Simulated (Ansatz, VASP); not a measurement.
# InGaN2 (alpha-NaFeO2 type (invented)): VASP beside Ansatz

Wanted: the spread between two codes on one cell, functional and k mesh. The cell is generated by rule, not measured, and may not be a known phase. The two relaxations start from unlike cells of this crystal (the structure described is Ansatz's start), so only their ends are compared.

Main program and level: Ansatz 0.2.0; plane waves, with VASP 6.6.1 beside it; relaxation of cell and atoms at PBE.

### Step 1. Set-up

The structure is trigonal, space group R-3m (No. 166). Conventional cell: a = 3.069 Å, b = 3.069 Å, c = 15.034 Å, α = 90.00°, β = 90.00°, γ = 120.00°. Ga has 6 N at 2.17 Å nearest. Nearest to In lie 6 N at 2.17 Å. N has 3 In at 2.17 Å and 3 Ga at 2.17 Å nearest. Farther neighbours and most contacts between anions are not listed.

As a file:

```xyz
4
Lattice="1.5344 0.8859 5.0114 -1.5344 0.8859 5.0114 0.0000 -1.7718 5.0114" Properties=species:S:1:pos:R:3 pbc="T T T"
Ga    0.0000    0.0000    0.0000
In    0.0000    0.0000    7.5171
N     0.0000    0.0000    3.7586
N     0.0000    0.0000   11.2757
```

### Step 2. VASP: relaxation of cell and atoms, PBE

The relaxed volume is the usual yardstick between codes: in a stiff, nearly cubic crystal its relative difference is about their pressure difference at one cell divided by the bulk modulus.

Lines of VASP's logs that name or quote its potential files are left out, and so is its time.

The input, INCAR:

```
SYSTEM = InGaN2
PREC = Accurate
ENCUT = 600
EDIFF = 1E-07
NELM = 120
ISMEAR = 0
SIGMA = 0.1
LREAL = .FALSE.
ALGO = Normal
GGA = PE
NBANDS = 24
LORBIT = 11
LWAVE = .FALSE.
LCHARG = .FALSE.
ISIF = 3
IBRION = 2
NSW = 80
EDIFFG = -0.005
LASPH = .TRUE.
GGA_COMPAT = .FALSE.
NELMIN = 4
EFERMI = MIDGAP
KPAR = 2
```

The input, POSCAR:

```
InGaN2
1.0
    1.5886312365      0.9171967219      5.2121113246
   -1.5886312365      0.9171967219      5.2121113246
    0.0000000000     -1.8343934439      5.2121113246
Ga In N
1 1 2
Direct
    0.0000000000      0.0000000000      0.0000000000
    0.5000000000      0.5000000000      0.5000000000
    0.2578585298      0.2578585298      0.2578585298
    0.7421414702      0.7421414702      0.7421414702
```

The input, KPOINTS:

```
Automatic mesh
0
Gamma
9 9 9
0 0 0
```

PAW data sets: Ga_d, In_d and N (PBE family, release 64).

Command:

```sh
$ mpirun -np 2 vasp_std
```

Numbers of over 12 decimals in the logs are rounded to 6 here.

Log:

```text
[banner, memory and clock lines left out]
running    2 mpi-ranks, on    1 nodes
 distrk:  each k-point on    1 cores,    2 groups
 distr:  one band on    1 cores,    1 groups

 POSCAR found type information on POSCAR GaInN
 POSCAR found :  3 types and       4 ions
 LDA part: xc-table for (Slater+PW92), standard interpolation
 POSCAR, INCAR and KPOINTS ok, starting setup
 FFT: planning ... GRIDC
 FFT: planning ... GRID_SOFT
 FFT: planning ... GRID
 WAVECAR not read
 entering main loop
       N       E                     dE             d eps       ncg     rms          rms(c)
DAV:   1     0.308561921773E+03    0.30856E+03   -0.20010E+04  4456   0.278E+03
DAV:   2     0.125053688671E+02   -0.29606E+03   -0.28488E+03  4424   0.525E+02
DAV:   3    -0.236608562116E+02   -0.36166E+02   -0.35541E+02  4840   0.163E+02
DAV:   4    -0.250037844450E+02   -0.13429E+01   -0.13386E+01  5168   0.336E+01
DAV:   5    -0.250357158343E+02   -0.31931E-01   -0.31921E-01  5160   0.490E+00    0.119E+01
DAV:   6    -0.212282128080E+02    0.38075E+01   -0.13433E+01  7264   0.530E+01    0.655E+00
DAV:   7    -0.213054506569E+02   -0.77238E-01   -0.14457E+00  4328   0.100E+01    0.252E+00
DAV:   8    -0.212798852126E+02    0.25565E-01   -0.87156E-02  6984   0.338E+00    0.109E+00
DAV:   9    -0.212707073769E+02    0.91778E-02   -0.15222E-02  7104   0.283E+00    0.168E-01
DAV:  10    -0.212708283822E+02   -0.12101E-03   -0.26084E-03  6144   0.854E-01    0.693E-02
DAV:  11    -0.212708534581E+02   -0.25076E-04   -0.26296E-04  6432   0.207E-01    0.423E-02
DAV:  12    -0.212708553693E+02   -0.19112E-05   -0.60341E-05  6120   0.905E-02    0.156E-02
DAV:  13    -0.212708541627E+02    0.12066E-05   -0.69321E-06  5800   0.263E-02    0.311E-03
DAV:  14    -0.212708539883E+02    0.17437E-06   -0.28516E-07  4424   0.108E-02    0.235E-03
DAV:  15    -0.212708537747E+02    0.21361E-06   -0.44023E-08  3424   0.399E-03    0.663E-04
DAV:  16    -0.212708537365E+02    0.38139E-07   -0.32681E-08  3320   0.251E-03
   1 F= -.21270854E+02 E0= -.21270853E+02  d E =-.212709E+02
 curvature:   0.00 expect dE= 0.000E+00 dE for cont linesearch  0.000E+00
 trial: gam= 0.00000 g(F)=  0.735E-06 g(S)=  0.243E-04 ort = 0.000E+00 (trialstep = 0.100E+01)
 search vector abs. value=  0.250E-04
 bond charge predicted
       N       E                     dE             d eps       ncg     rms          rms(c)
DAV:   1    -0.212710927627E+02   -0.23899E-03   -0.53929E-03  5160   0.149E+00    0.104E-01
DAV:   2    -0.212709025872E+02    0.19018E-03   -0.43367E-04  5552   0.523E-01    0.439E-02
DAV:   3    -0.212708575239E+02    0.45063E-04   -0.12481E-04  5464   0.264E-01    0.133E-02
DAV:   4    -0.212708567864E+02    0.73757E-06   -0.12496E-05  5184   0.336E-02    0.104E-02
DAV:   5    -0.212708562827E+02    0.50368E-06   -0.16784E-06  6432   0.193E-02    0.393E-03
DAV:   6    -0.212708565694E+02   -0.28669E-06   -0.35543E-07  4544   0.639E-03    0.113E-03
DAV:   7    -0.212708564848E+02    0.84529E-07   -0.51913E-08  2808   0.296E-03
   2 F= -.21270856E+02 E0= -.21270856E+02  d E =-.274830E-05
 trial-energy change:   -0.000003  1 .order   -0.000004   -0.000025    0.000018
 step:   0.5545(harm=  0.5840)  dis= 0.00007  next Energy=   -21.270861 (dE=-0.680E-05)
 reached required accuracy - stopping structural energy minimisation
```

Parts of OUTCAR (step 2):

```text
ion  position               nearest neighbor table
   1  0.000  0.000  0.000-   4 2.18   4 2.18   3 2.18   3 2.18   4 2.18   3 2.18   2 3.19   2 3.19
                             2 3.19   2 3.19   2 3.19   2 3.19
   2  0.500  0.500  0.500-   3 2.32   3 2.32   4 2.32   4 2.32   3 2.32   4 2.32   1 3.19   1 3.19
                             1 3.19   1 3.19   1 3.19   1 3.19
   3  0.258  0.258  0.258-   1 2.18   1 2.18   1 2.18   2 2.32   2 2.32   2 2.32
   4  0.742  0.742  0.742-   1 2.18   1 2.18   1 2.18   2 2.32   2 2.32   2 2.32

  LATTYP: Found a trigonal (rhomboedric) cell.
 ALAT       =     5.5254957689
 COS(alpha) =     0.8346768304

 Subroutine GETGRP returns: Found 12 space group operations
 (whereof 12 operations were pure point group operations)

The static configuration has the point symmetry D_3d.

 Found     85 irreducible k-points:

   k-points           NKPTS =     85   k-points in BZ     NKDIM =     85   number of bands    NBANDS=     24

   dimension x,y,z NGX =    48 NGY =   48 NGZ =   48
   dimension x,y,z NGXF=    96 NGYF=   96 NGZF=   96

   ENCUT  =  600.0 eV  44.10 Ry    6.64 a.u.  11.04 11.04 11.04*2*pi/ulx,y,z

   NELECT =      36.0000    total number of electrons

 k-points in reciprocal lattice and weights: Automatic mesh
   0.00000000  0.00000000  0.00000000       0.001
   0.11111111  0.00000000  0.00000000       0.008
   0.22222222  0.00000000  0.00000000       0.008
   0.33333333  0.00000000  0.00000000       0.008
   0.44444444  0.00000000  0.00000000       0.008
   0.11111111  0.11111111  0.00000000       0.008
   0.22222222  0.11111111  0.00000000       0.016
   0.33333333  0.11111111  0.00000000       0.016
   0.44444444  0.11111111  0.00000000       0.016
[...]
0.44444444  0.44444444  0.44444444       0.003
  -0.44444444  0.44444444  0.44444444       0.008

 average (electrostatic) potential at core
       1 -61.2609       2 -92.1056       3 -59.2500       4 -59.2500

 E-fermi :   8.5819

 k-point     1 :       0.0000    0.0000    0.0000
  band No.  band energies     occupation
    ...
     14       7.6593      2.00000
     15       7.6595      2.00000
     16       7.6595      2.00000
     17       8.1569      2.00000
     18       8.1569      2.00000
     19       8.8239      0.00062
     20      12.0216      0.00000
     21      15.8788      0.00000
     22      16.8884      0.00000
     23      16.8884      0.00000
    ...

 k-point     2 :       0.1111    0.0000    0.0000
  band No.  band energies     occupation
    ...
     14       6.3657      2.00000
     15       7.0202      2.00000
     16       7.5297      2.00000
     17       7.7581      2.00000
     18       7.9775      2.00000
     19      10.1626      0.00000
     20      12.8571      0.00000
     21      14.6813      0.00000
     22      17.2990      0.00000
     23      17.5588      0.00000
    ...

 k-point     3 :       0.2222    0.0000    0.0000
  band No.  band energies     occupation
    ...
     14       4.7270      2.00000
     15       5.2281      2.00000
     16       7.1836      2.00000
     17       7.5967      2.00000
     18       7.6025      2.00000
     19      11.7394      0.00000
     20      12.9214      0.00000
     21      14.7687      0.00000
     22      17.1613      0.00000
     23      18.1191      0.00000
    ...

  Total        0.0188483      0.0188483      0.0195073      0.0000000     -0.0000000      0.0000000
  in kB        0.6633460      0.6633461      0.6865380      0.0000000     -0.0000000      0.0000000
  external PRESSURE =       0.6710767 kB  Pullay stress =       0.0000000 kB

  energy-cutoff  :      600.00
  volume of cell :       45.52
      direct lattice vectors                 reciprocal lattice vectors
     1.588143766  0.916915281  5.210424704     0.314832958  0.181768883  0.063974312
    -1.588143766  0.916915281  5.210424704    -0.314832958  0.181768883  0.063974312
     0.000000000 -1.833830561  5.210424704     0.000000000 -0.363537767  0.063974312

 POSITION                                       TOTAL-FORCE (eV/Angst)
 -----------------------------------------------------------------------------------
      0.00000     -1.83383      5.21042        -0.000000      0.000000     -0.000000
      0.00000     -0.00000      7.81564         0.000000     -0.000000     -0.000000
      0.00000     -0.00000      4.03052         0.000000      0.000000     -0.000183
      0.00000     -0.00000     11.60075         0.000000     -0.000000      0.000183
 -----------------------------------------------------------------------------------
    total drift:                                0.000000      0.000000     -0.000000

  FREE ENERGIE OF THE ION-ELECTRON SYSTEM (eV)
  ---------------------------------------------------
  free  energy   TOTEN  =       -21.2708564848 eV

  energy  without entropy=      -21.2708559867  energy(sigma->0) =      -21.27085624

 reached required accuracy - stopping structural energy minimisation

 total charge
# of ion       s       p       d       tot
------------------------------------------
    1        0.716   0.654  10.131  11.500
    2        0.704   0.667  10.029  11.401
    3        1.254   2.389   0.000   3.644
    4        1.254   2.389   0.000   3.644
--------------------------------------------------
tot          3.928   6.100  20.160  30.188

[... 3 further parts left out ...]
```

### Step 3. Ansatz: relaxation of cell and atoms, PBE

Ansatz runs on its default PAW (the set named soft_2) files.

Its own start cell and the same functional, mesh and smearing now go to Ansatz, which takes its cutoff from its data sets.

The input, input.yaml:

```yaml
crystal:
  lattice:
    - [1.534422, 0.885899, 5.0114]
    - [-1.534422, 0.885899, 5.0114]
    - [0.0, -1.771798, 5.0114]
  atoms:
    - { symbol: Ga, position: [1.0, 0.0, 0.0] }
    - { symbol: In, position: [0.5, 0.5, 0.5] }
    - { symbol: "N", position: [0.25, 0.25, 0.25] }
    - { symbol: "N", position: [0.75, 0.75, 0.75] }
kpoints:
  mp_grid: { grid: [9, 9, 9] }
hamiltonian:
  xc: pbe
scf:
  occupations: { method: gaussian, width: 0.1 }
output:
  forces: true
  stress: true
  eigenvalues: true
relax:
  adjacent_minimum: "off"
  f_tol: 0.05
  max_steps: 80
  cell: { stress_tol: 0.5 }
```

Command:

```sh
$ ansatz run input.yaml --threads 2 --pin off --max-ram 5120MiB --backend cpu --events-out ev --progress --plain --runs-dir out
```

Log:

```text
The last accepted step is kept in <dir> (removed where the run ends without a failure and the disk answers)
basis.fft_grid_basis auto: the FFT boxes are laid along the combinations [[1, 0, -1], [0, 1, -1], [0, 0, 1]] of the cell's own vectors, 3.069, 3.069 and 5.315 Å long. The dense box has 24×24×36 points. Along the cell's own vectors, as sized, it would have 36×36×36, 2.25 times as many. Of the 12 symmetry operations that the crystal satisfies within crystal.symmetry.tolerance (time reversal apart; of a slab, those that [...]
Engine: ansatz 0.2.0, x86_64-unknown-linux-gnu
Pseudopotentials: kind: paw
Pseudopotential: Ga, paw, valence charge 13, recommended cutoff 420 eV (normal), Ga.paw.azcp
Pseudopotential: In, paw, valence charge 13, recommended cutoff 420 eV (normal), In.paw.azcp
Pseudopotential: N, paw, valence charge 5, recommended cutoff 420 eV (normal), N.paw.azcp
Functional definition: PBE
  parameter kappa = 0.804
  parameter beta = 0.066725
  exchange = pbe_x(kappa = kappa, mu = beta*pi^2/3)
  correlation = pbe_c(beta = beta)
Crystal: 4 atoms, lattice volume = 40.873 Å³
Basis set: ecut = 420 eV, 803 PW (Γ), FFT grids on a1−a3, a2−a3, a3, exchange–correlation on 48×48×72 points (8 copies of the dense FFT grid, shifted against one another)
Bands: 22, of which v1, the nominal top of the filled ones, is band 18 counted from 1 (17 counted from 0)
Symmetry: 12 space group operations
Space group: R-3m (ITA 166), of the structure as read, at distance tolerance 3.4e-5 Å
k-points: 85 of 729
Non-local potential: Ga, projectors of the file, l = 0: 2, l = 1: 2, l = 2: 3, l = 3: 1
Non-local potential: In, projectors of the file, l = 0: 2, l = 1: 2, l = 2: 2, l = 3: 2
Non-local potential: N, projectors of the file, l = 0: 2, l = 1: 2, l = 2: 1
PAW form: soft (Blöchl's): semilocal exchange-correlation on the pseudo side does not see the compensation charge
PAW one-centre angular grid: Ga, 590 points (default); XC on 64 Gauss nodes
PAW one-centre angular grid: In, 590 points (default); XC on 64 Gauss nodes
PAW one-centre angular grid: N, 110 points (default); XC on 64 Gauss nodes
Initial density: superposition of atomic densities (neutral atoms: chi_scale 0, normalization atom), corrected by the library's trained network
Initial wavefunctions: pseudopotential atomic-orbital guess
Functional: x = pbe(κ = 0.804, μ = 0.219515), c = pbe(β = 0.066725)
SCF iter   1: F=—  HF=-10147.292274 eV  |F-HF|=—  |Δ(HF+E_count)|=         —  Δρ=1.86e-3  dr2=8.94e-4  ethr=1.77e-3  ⟨swp⟩=5.4  Hψ=7913  notcnv=0
preconditioner: auto → none  [insulator: Δε(μ)=1.083 eV  Ē_g=16.766 eV  σ=0.100 eV  W_gap=1.00  n_scr=16 (ndim 8)  ℏωp=34.8 eV  f_vac=0.000  D(μ)=0.00/eV (n_scr^D=0)  ε∞_Penn≈5.3]
SCF iter   2: F=—  HF=-10147.292157 eV  |F-HF|=—  |Δ(HF+E_count)|=   1.17e-4  Δρ=9.10e-4  dr2=1.24e-4  ethr=2.48e-6  ⟨swp⟩=2.1  Hψ=4009  notcnv=0
SCF iter   3: F=—  HF=-10147.292216 eV  |F-HF|=—  |Δ(HF+E_count)|=   5.88e-5  Δρ=2.44e-4  dr2=1.93e-5  ethr=3.45e-7  ⟨swp⟩=2.0  Hψ=2369  notcnv=0
SCF iter   4: F=—  HF=-10147.292240 eV  |F-HF|=—  |Δ(HF+E_count)|=   2.38e-5  Δρ=2.93e-5  dr2=2.76e-7  ethr=5.35e-8  ⟨swp⟩=2.0  Hψ=2355  notcnv=0
iter 5 did not close the SCF: its close was put off for the readings that it lacked (scf_convergence_deferred on its scf_iter line)
SCF iter   5: F=-10147.292240 eV  HF=-10147.292240 eV  |F-HF|=3.38e-9  |Δ(HF+E_count)|=   1.83e-8  Δρ=9.11e-6  dr2=1.61e-8  ethr=7.67e-10  ⟨swp⟩=2.0  Hψ=3278  notcnv=0
SCF iter   6: F=-10147.292240 eV  HF=-10147.292240 eV  |F-HF|=1.14e-9  |Δ(HF+E_count)|=   5.62e-9  Δρ=2.71e-6  dr2=1.35e-9  ethr=4.47e-11  ⟨swp⟩=2.6  Hψ=7365  notcnv=0
SCF 1 converged in 6 iterations: F = -10147.292240 eV  dr2 = 1.35e-9
  greatest PAW one-centre occupation: 0.997 electrons in one spin orbital (limit 2), on the Ga atom at site 0 (counted from 0), in its partial waves of l = 2
relax step   1: F+E_penalty+E_count = -10147.29223967 eV  Δ(F+E_penalty+E_count) = +0.000e0 eV  max|allowed force component| = 2.603e0 eV/Å  Δτ_max = 0.0000 Å  P = +28.315 GPa  Ω = 40.873 Å³  (6 SCF iters, dr2 threshold 1.00e-7 eV, accepted)
[...]
relax step   6: F+E_penalty+E_count = -10147.93084524 eV  Δ(F+E_penalty+E_count) = -2.372e-2 eV  max|allowed force component| = 3.215e-3 eV/Å  Δτ_max = 0.0000 Å  P = +0.497 GPa  Ω = 45.346 Å³  stress off target by 5.04e-1 GPa  SCF on the basis re-selected at this cell (its energy is not comparable with the rows above)  (6 SCF iters)
[...]
relax step   7: F+E_penalty+E_count = -10147.93066250 eV  Δ(F+E_penalty+E_count) = +1.827e-4 eV  max|allowed force component| = 2.137e-4 eV/Å  Δτ_max = 0.0003 Å  P = +0.030 GPa  Ω = 45.464 Å³  energy of the carried Pulay correction = -3.764e-4 eV  (6 SCF iters, dr2 threshold 4.00e-7 eV, accepted)
[...]
relax step   8: F+E_penalty+E_count = -10147.93107351 eV  Δ(F+E_penalty+E_count) = -4.110e-4 eV  max|allowed force component| = 1.090e-4 eV/Å  Δτ_max = 0.0000 Å  P = +0.033 GPa  Ω = 45.464 Å³  stress off target by 3.68e-2 GPa  SCF on the basis re-selected at this cell (its energy is not comparable with the rows above)  (7 SCF iters)
basis re-selected at this cell: Δ(F+E_penalty+E_count) = -4.110e-4 eV, ΔP = +0.003 GPa vs the last step (what re-selecting the basis moved, of the pressure what is left beyond the Pulay correction that the steps carried, after the strain that the cell walked since its last selection, with what the two solves' SCF thresholds leave and, on support functions, any second-order correction that the steps lacked; it is no m [...]
SCF converged after 7 iterations
Free energy (F): -10147.931074 eV
Harris-Foulkes:  -10147.931074 eV  (|F-HF|=1.82e-12)
Internal energy: -10147.931073 eV  (E = F + TS)
E sigma→0 (E₀):  -10147.931073 eV
Entropy (-TS):   -0.000000 eV (-0.000 meV/atom)
Fermi energy:    12.841208 eV
--- Per-component energies (eV) ---
  E_band       = 83.578679
  E_kinetic    = 619.386054
  E_local      = -2754.318364  (includes V_loc(G=0)·N_el)
  E_nonlocal   = 892.677694
  E_hartree    = 1202.693843
  E_xc         = -402.128298
  E_vxc        = -307.710236  (∫ρ·V_xc dr)
  E_paw        = -6409.726336  (= ΣΔE_a)
  E_vpaw       = -771.844259  (= ΣTr[D̂ρ^β])
  E_aug_tail   = 0.000106  (compensation charges beyond the density's cutoff)
  E_ewald      = -3296.515771
  E_smearing   = -0.000000  (= −TS)
  E_closure    = -0.000000  (closes the sum)
  Σ components = -10147.931074   (vs F -10147.931074, Δ=0.00e0)
--- Forces (eV/Å), atoms counted from 1 ---
  atom   1  Ga     0.00000000     0.00000000    -0.00000000
  atom   2  In    -0.00000000    -0.00000000     0.00000000
  atom   3  N      0.00000000     0.00000000     0.00010900
  atom   4  N     -0.00000000    -0.00000000    -0.00010900
  max |Σ_I F_I| component: 4.63e-18 eV/Å
--- Stress (GPa, compression-positive) ---
        0.036848       0.000000       0.000000
        0.000000       0.036848       0.000000
        0.000000       0.000000       0.026542
  P = ⅓ Tr σ = 0.0334 GPa (0.334 kbar)
--- Band table (eV; the first three rows and the last of 85) ---
  k-point 0: bands = [... 14 lower, 11.9126, 11.9126, 12.4123, 12.4123, 13.0882, 16.2876, 20.1510, 21.1604]
  k-point 1: bands = [... 14 lower, 11.2727, 11.7827, 12.0128, 12.2330, 14.4244, 17.1227, 18.9541, 21.5709]
  k-point 2: bands = [... 14 lower, 9.4809, 11.4349, 11.8525, 11.8568, 16.0007, 17.1925, 19.0367, 21.4258]
  k-point 84: bands = [... 14 lower, 11.0913, 11.5249, 11.8455, 12.4957, 16.5268, 16.7554, 20.2810, 20.8036]
--- Relaxed structure (6 steps of the walk, 5 accepted, 2 SCFs on fresh bases) ---
  F+E_penalty+E_count = -10147.93107351 eV   max|allowed force component| = 1.090e-4 eV/Å   (the final SCF, on the basis selected at the relaxed cell)
  cell:  # Å, volume = 45.4635 Å³
    - [1.587369, 0.916468, 5.208551]
    - [-1.587369, 0.916468, 5.208551]
    - [0, -1.832936, 5.208551]
  atoms:
    - { symbol: Ga, position: [1.0, 5.551115123125783e-17, 0.0] }
    - { symbol: In, position: [0.5, 0.5, 0.5] }
    - { symbol: N, position: [0.257907, 0.257907, 0.257907] }
    - { symbol: N, position: [0.742093, 0.742093, 0.742093] }
```

### Step 4. Side by side

Known differences besides the potentials themselves: the cutoff is 420 eV in Ansatz and 600 eV in VASP; Ansatz adds a Pulay correction to the stress that steers its cell, VASP none. Total energies have different zeros and are not compared.

The two programs side by side:

```csv
quantity,Ansatz,VASP,difference
volume (Å³),45.46,45.52,-0.13 %
"edge a after relaxation, in the typed setting (Å)",5.522,5.524,-0.04 %
```

### Step 5. Results

```yaml
difference_in_volume_relaxation_of_cell_and_atoms_pbe: -0.13 %
```

The difference in volume is -0.13 % (relaxation of cell and atoms, PBE), within the 1.2 % picked in this series as the mark of a large difference, as far as the stopping tolerances let one tell. How closely two codes agree says nothing of how well the functional describes the real material.

[Lines on the potential files, build, host, timing and source positions are cut from VASP's logs without a mark.]

[Logs are printed without paths, hosts, clocks, repeated set-up lines and the standing remarks that a program may print on its own settings, such as how far it seeks lower states.]

[Hosts, paths, dates, database ids (printed as entryN), source tags and the programs' standing remarks are cut or masked in the printed files.]
